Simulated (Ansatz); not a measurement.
**Computed against measured: atomisation enthalpy at 298 K**

6 molecules of light elements (H to F); the atomisation enthalpy at 298 K in kJ/mol, computed less measured. Shapes, held fixed at every level: PBE0-D4/def2-TZVP. Flexible molecules stand in one conformer, not always the lowest. Thermal terms are harmonic and unscaled (PBE0-D4/def2-TZVP); the spin-orbit lowering of the free atoms is taken from their spectra. Programs: Ansatz 0.2.0. Measured values: Active Thermochemical Tables, CRC Handbook of Chemistry and Physics.

Levels: A = wB97X-V/def2-TZVPP; B = MP2/def2-TZVPP; C = CCSD(T)/CBS estimate.

```tsv
molecule	from tabulated heats	A	B	C
CH5N (methylamine)	2300	+4	-60	0
C3H4N2 (imidazole)	3835	+22	-11	-15
C3H6 (cyclopropane)	3405	+5	-43	-10
C3H6O2 (SMILES COC(C)=O)	4370	0	-25	-12
C4H8 (cyclobutane)	4584	+6	-57	-9
C5H8 (1,2-pentadiene)	5188	-11	-62	-17
```

Which level does best on this set, which worst, and which err to one side?


```tsv
level	kind	mean error	mean absolute error	worst case
wB97X-V/def2-TZVPP	range-separated hybrid	+4.3	8.0	C3H4N2
MP2/def2-TZVPP	perturbation theory	-43.0	43.0	C5H8
CCSD(T)/CBS estimate	coupled cluster or CI	-10.5	10.5	C5H8
```

On this set wB97X-V/def2-TZVPP has the smallest mean absolute error and MP2/def2-TZVPP the largest. wB97X-V/def2-TZVPP is too high in 4 of 6; MP2/def2-TZVPP is too low in 6 of 6; CCSD(T)/CBS estimate is too low in 5 of 6. The CCSD(T) estimate runs low because cores are frozen (4 to 5 kJ/mol a carbon) and zero-point terms are unscaled, so a functional's lead of this size is partly cancellation. The smallest two are near a tie. Correlated wave functions converge slowly with the basis. The CBS estimate extrapolates MP2 from def2-TZVPP and def2-QZVPP and adds CCSD(T) − MP2 in the triple-zeta set, cores frozen. The set is small.
